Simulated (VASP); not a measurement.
# Al (Fm-3m) in VASP: a series of runs

One crystal, Al, is run at these levels: PBE; tasks: single point.

All numbers are computed with VASP 6.6.1; they aren't measurements. Logs are shortened: lines on timing, memory, paths and dates and some standing lists are left out, and cuts for length are marked.

### 1 The crystal as given

The structure is cubic, space group Fm-3m (No. 225). Conventional cell: a = 4.050 Å, b = 4.050 Å, c = 4.050 Å, α = 90.00°, β = 90.00°, γ = 90.00°. Al (site symmetry m-3m) has 12 Al at 2.86 Å as nearest neighbours.

### 2 Single point, PBE

File INCAR:

```
SYSTEM = Al
PREC = Accurate
ENCUT = 500
EDIFF = 1E-5
ISMEAR = -1
SIGMA = 0.15
LREAL = .False.
LASPH = .True.
NELM = 100
ALGO = Normal
ISIF = 2
LWAVE = .False.
LCHARG = .False.
GGA = PE
NBANDS = 8
ADDGRID = .False.
```

File KPOINTS:

```
regular mesh
0
Gamma
  15 15 15
  0 0 0
```

File POSCAR:

```
Al
1.0
   -0.0142710000      2.0302060000      1.9470980000
    2.0319350000     -0.0386130000      1.9714400000
    2.0296090000      2.0522230000     -0.0362870000
Al
1
Direct
    0.0259050000     -0.0062880000     -0.0081470000
```

Potentials or basis: VASP PAW PBE potentials, release 64 (Al).

The run is started by

```bash
$ cat potpaw_PBE.64/Al/POTCAR > POTCAR
$ mpirun -np 1 vasp_std > vasp.out
```

OUTCAR:

```text
SYSTEM = Al
   PREC = Accurate
   ENCUT = 500
   EDIFF = 1E-5
   ISMEAR = -1
   LREAL = .False.
   LASPH = .True.
   NELM = 100
   ISIF = 2
   GGA = PE

 Found   1688 irreducible k-points:

 Following reciprocal coordinates:
            Coordinates               Weight
  0.000000  0.000000  0.000000      1.000000
  0.066667  0.000000  0.000000      2.000000
  0.133333 -0.000000 -0.000000      2.000000
  0.200000  0.000000 -0.000000      2.000000
  0.266667 -0.000000 -0.000000      2.000000
  0.333333  0.000000 -0.000000      2.000000
   k-points           NKPTS =   1688   k-points in BZ     NKDIM =   1688   number of bands    NBANDS=      8
   number of dos      NEDOS =    301   number of ions     NIONS =      1
   total plane-waves  NPLWV =  13824
   dimension x,y,z NGX =    24 NGY =   24 NGZ =   24
   dimension x,y,z NGXF=    48 NGYF=   48 NGZF=   48
   ions per type =               1
   NGX,Y,Z   is equivalent  to a cutoff of  14.18, 14.09, 13.82 a.u.
   NGXF,Y,Z  is equivalent  to a cutoff of  28.37, 28.18, 27.64 a.u.
 SYSTEM =  Al
   PREC   = accura    normal or accurate (medium, high low for compatibility)
   ISTART =      0    job   : 0-new  1-cont  2-samecut
   ICHARG =      2    charge: 1-file 2-atom 10-const
   ISPIN  =      1    spin polarized calculation?
   LNONCOLLINEAR =      F non collinear calculations
   LSORBIT =      F    spin-orbit coupling
   LASPH  =      T    aspherical Exc in radial PAW
   ENCUT  =  500.0 eV  36.75 Ry    6.06 a.u.   5.13  5.16  5.26*2*pi/ulx,y,z
   NELM   =    100;   NELMIN=  2; NELMDL= -5     # of ELM steps
   EDIFF  = 0.1E-04   stopping-criterion for ELM
   LREAL  =      F    real-space projection
   EDIFFG = 0.1E-03   stopping-criterion for IOM
   NSW    =      0    number of steps for IOM
   IBRION =     -1    ionic relax: 0-MD 1-quasi-New 2-CG
   NFREE  =      0    steps in history (QN), initial steepest desc. (CG)
   ISIF   =      2    stress and relaxation
   ISYM   =      2    0-nonsym 1-usesym 2-fastsym
   POTIM  = 0.5000    time-step for ionic-motion
   TEBEG  =    0.0;   TEEND  =   0.0 temperature during run
   PSTRESS=    0.0 pullay stress
   NELECT =       3.0000    total number of electrons
   NUPDOWN=      -1.0000    fix difference up-down
   EMIN   =  10.00;   EMAX   =-10.00  energy-range for DOS
   EFERMI =   0.00;   METHOD = LEGACY
   ISMEAR =    -1;   SIGMA  =   0.15  broadening in eV -4-tet -1-fermi 0-gaus
   EFERMI_NEDOS =   21; number of points for ismear=-14 and -15
   IALGO  =     38    algorithm
   IMIX   =      4    mixing-type and parameters
     AMIX     =   0.40;   BMIX     =  1.00
     AMIX_MAG =   1.60;   BMIX_MAG =  1.00
  volume/ion in A,a.u.               =      16.60       112.04
  Fermi-wavevector in a.u.,A,eV,Ry     =   0.925526  1.748991 11.654732  0.856599
  Thomas-Fermi vector in A             =   2.051390
   LORBIT       =      0    0 simple, 1 ext, 2 COOP (PROOUT), +10 PAW based schemes
   GGA     = PE    functional components
   LHFCALC =     F    Hartree Fock is set to
   AEXX    =    0.0000 exact exchange contribution
   IVDW    =     0    specifies the selected vdW correction
   LEPSILON=     F    determine dielectric tensor
   LRPA    =     F    only Hartree local field effects (RPA)
 non-spin polarized calculation
  energy-cutoff  :      500.00
  volume of cell :       16.60
 maximum number of plane-waves:       436
 NGX is ok and might be reduce to    24
   NGX = 11   NGY = 11   NGZ = 11

 number of electron       3.0000000 magnetization

 Free energy of the ion-electron system (eV)
  ---------------------------------------------------
  ext. energy  EPLUGINS =         0.00000000
  ---------------------------------------------------
  free energy    TOTEN  =        -3.75607685 eV

  energy without entropy =       -3.72546900  energy(sigma->0) =       -3.74077293

 E-fermi :   7.9629     XC(G=0): -10.1735

 val. band max:        7.9614384473   @ k =  -0.1333   0.2667   0.4667
 cond. band min:       7.9662655911   @ k =  -0.2667  -0.4667   0.1333
 fundamental gap:      0.0048271438
 Fermi energy:         7.9628708044

 k-point     1 :       0.0000    0.0000    0.0000
  band No.  band energies     occupation
      1      -3.1565      2.00000
      2      20.0456      0.00000
      3      20.4256      0.00000
      4      21.1329      0.00000
      5      21.4470      0.00000
      6      21.8572      0.00000
      7      22.4961      0.00000
      8      24.5314      0.00000

 k-point     2 :       0.0667    0.0000    0.0000
  band No.  band energies     occupation
      1      -3.0348      2.00000
      2      18.7365      0.00000
      3      19.6674      0.00000
      4      20.3613      0.00000
      5      22.0562      0.00000
      6      22.4188      0.00000
      7      23.1388      0.00000
      8      25.7854      0.00000

 k-point     3 :       0.1333   -0.0000   -0.0000
  band No.  band energies     occupation
      1      -2.6702      2.00000
      2      16.0767      0.00000
      3      19.0480      0.00000
      4      19.7218      0.00000
      5      22.5049      0.00000
      6      23.1310      0.00000
      7      23.9382      0.00000
      8      24.8592      0.00000

 k-point     4 :       0.2000    0.0000   -0.0000
  band No.  band energies     occupation
      1      -2.0647      2.00000
      2      13.4250      0.00000
      3      18.5677      0.00000
      4      19.2533      0.00000
      5      22.3033      0.00000
      6      22.8820      0.00000
      7      23.8636      0.00000
      8      25.1372      0.00000

 k-point     5 :       0.2667   -0.0000   -0.0000
  band No.  band energies     occupation
      1      -1.2214      2.00000
      2      10.9062      0.00000
      3      18.2654      0.00000
      4      18.9816      0.00000
      5      21.6710      0.00000
      6      22.1718      0.00000
      7      22.7497      0.00000
      8      26.4116      0.00000

 k-point     6 :       0.3333    0.0000   -0.0000
  band No.  band energies     occupation
      1      -0.1443      2.00000
      2       8.5588      0.03695
      3      18.1533      0.00000
      4      18.9122      0.00000
      5      20.6063      0.00000
      6      21.6357      0.00000
      7      22.1704      0.00000
      8      25.2698      0.00000

 [... further k-points ...]

------------------------ aborting loop because EDIFF is reached ----------------------------------------

  FORCE on cell =-STRESS in cart. coord.  units (eV):
  Direction    XX          YY          ZZ          XY          YZ          ZX
  --------------------------------------------------------------------------------------
  -------------------------------------------------------------------------------------
  Total       -0.0954059     -0.1002451      0.0997966      0.0079450      0.1074453      0.0298915
  in kB       -9.2067485     -9.6737346      9.6304505      0.7666944     10.3685534      2.8845555
  external PRESSURE =      -3.0833442 kB  Pullay stress =       0.0000000 kB

 VOLUME and BASIS-vectors are now :
 -----------------------------------------------------------------------------
  energy-cutoff  :      500.00
  volume of cell :       16.60
      direct lattice vectors                 reciprocal lattice vectors
    -0.014271000  2.030206000  1.947098000    -0.243600396  0.245440565  0.255882689
     2.031935000 -0.038613000  1.971440000     0.245113160 -0.237992671  0.249947439
     2.029609000  2.052223000 -0.036287000     0.245598817  0.239991210 -0.248434673

 POSITION                                       TOTAL-FORCE (eV/Angst)
 -----------------------------------------------------------------------------------
      4.03186      2.04973      1.97349        -0.000000      0.000000     -0.000000
 -----------------------------------------------------------------------------------
    total drift:                                0.000000     -0.000000      0.000000

  FREE ENERGIE OF THE ION-ELECTRON SYSTEM (eV)
  ---------------------------------------------------
  free  energy   TOTEN  =        -3.7560768506 eV

  energy  without entropy=       -3.7254690003  energy(sigma->0) =       -3.74077293
```

Run time: 48 s. Hardware: 1 thread of Intel Xeon 6975P-C (Granite Rapids), shared host; peak memory 0.28 GiB.

These settings aren't checked as converged: the numbers below hold their error.

Results:

| Item | Value |
| --- | --- |
| Free energy | -3.7561 eV |
| Pressure | -0.3 GPa |
| Band gap on the k mesh | none (metal or under the smearing width) |

### 3 Single point, PBE

INCAR, as its differences from that of step 2:

```diff
@@ -2,4 +2,4 @@
 PREC = Accurate
-ENCUT = 500
-EDIFF = 1E-5
+ENCUT = 400
+EDIFF = 1E-7
 ISMEAR = -1
```

File KPOINTS:

```
regular mesh
0
Gamma
  17 17 17
  0 0 0
```

File POSCAR:

```
Al
1.0
    0.0000000000      2.0248050000      2.0248050000
    2.0248050000      0.0000000000      2.0248050000
    2.0248050000      2.0248050000      0.0000000000
Al
1
Direct
    0.0000000000      0.0000000000      0.0000000000
```

Potentials or basis: VASP PAW PBE potentials, release 64 (Al).

The run is started by

```bash
$ cat potpaw_PBE.64/Al/POTCAR > POTCAR
$ mpirun -np 1 vasp_std > vasp.out
```

OUTCAR:

```text
SYSTEM = Al
   PREC = Accurate
   ENCUT = 400
   EDIFF = 1E-7
   ISMEAR = -1
   LREAL = .False.
   LASPH = .True.
   NELM = 100
   ISIF = 2
   GGA = PE

 Found    165 irreducible k-points:

 Following reciprocal coordinates:
            Coordinates               Weight
  0.000000  0.000000  0.000000      1.000000
  0.058824  0.000000  0.000000      8.000000
  0.117647  0.000000  0.000000      8.000000
  0.176471  0.000000  0.000000      8.000000
  0.235294  0.000000  0.000000      8.000000
  0.294118  0.000000  0.000000      8.000000
[... 141 lines left out ...]
------------------------ aborting loop because EDIFF is reached ----------------------------------------

  FORCE on cell =-STRESS in cart. coord.  units (eV):
  Direction    XX          YY          ZZ          XY          YZ          ZX
  --------------------------------------------------------------------------------------
  -------------------------------------------------------------------------------------
  Total       -0.0507627     -0.0507627     -0.0507627      0.0000000     -0.0000000      0.0000000
  in kB       -4.8986403     -4.8986403     -4.8986403      0.0000000     -0.0000000      0.0000000
  external PRESSURE =      -4.8986403 kB  Pullay stress =       0.0000000 kB

 VOLUME and BASIS-vectors are now :
 -----------------------------------------------------------------------------
  energy-cutoff  :      400.00
  volume of cell :       16.60
      direct lattice vectors                 reciprocal lattice vectors
     0.000000000  2.024805000  2.024805000    -0.246937359  0.246937359  0.246937359
     2.024805000  0.000000000  2.024805000     0.246937359 -0.246937359  0.246937359
     2.024805000  2.024805000  0.000000000     0.246937359  0.246937359 -0.246937359

 POSITION                                       TOTAL-FORCE (eV/Angst)
 -----------------------------------------------------------------------------------
      0.00000      0.00000      0.00000         0.000000      0.000000     -0.000000
 -----------------------------------------------------------------------------------
    total drift:                                0.000000      0.000000     -0.000000

  FREE ENERGIE OF THE ION-ELECTRON SYSTEM (eV)
  ---------------------------------------------------
  free  energy   TOTEN  =        -3.7621367627 eV

  energy  without entropy=       -3.7337307644  energy(sigma->0) =       -3.74793376
```

It took 6.2 s on 1 thread of Intel Xeon 6975P-C (Granite Rapids), shared host; peak memory 0.12 GiB.

These settings aren't checked as converged: the numbers below hold their error.

What came out:

```
Free energy            : -3.7621 eV
Pressure               : -0.5 GPa
Band gap on the k mesh : none (metal or under the smearing width)
```

### 4 Single point, PBE

INCAR is that of step 3.

KPOINTS is that of step 3.

File POSCAR:

```
Al
1.0
   -0.0142710000      2.0302060000      1.9470980000
    2.0319350000     -0.0386130000      1.9714400000
    2.0296090000      2.0522230000     -0.0362870000
Al
1
Direct
    0.0259050000     -0.0062880000     -0.0081470000
```

The run is started by

```bash
$ cat potpaw_PBE.64/Al/POTCAR > POTCAR
$ mpirun -np 1 vasp_std > vasp.out
```

Run time: 70 s. Hardware: 1 thread of Intel Xeon 6975P-C (Granite Rapids), shared host; peak memory 0.27 GiB.

These settings aren't checked as converged: the numbers below hold their error.

What came out:

| Quantity | Value |
| --- | --- |
| Free energy | -3.7572 eV |
| Pressure | -0.3 GPa |
| Band gap on the k mesh | none (metal or under the smearing width) |

### 5 For comparison

An earlier run on the cell as given: functional PBE; potentials or basis VASP PAW PBE potentials, release 64 (Al); cutoff 520 eV; k mesh 11 × 11 × 11; occupations fermi-dirac, width 0.05 eV; no spin polarisation.

* Pressure: -0.5 GPa
* Band gap on the k mesh: none (metal or under the smearing width)
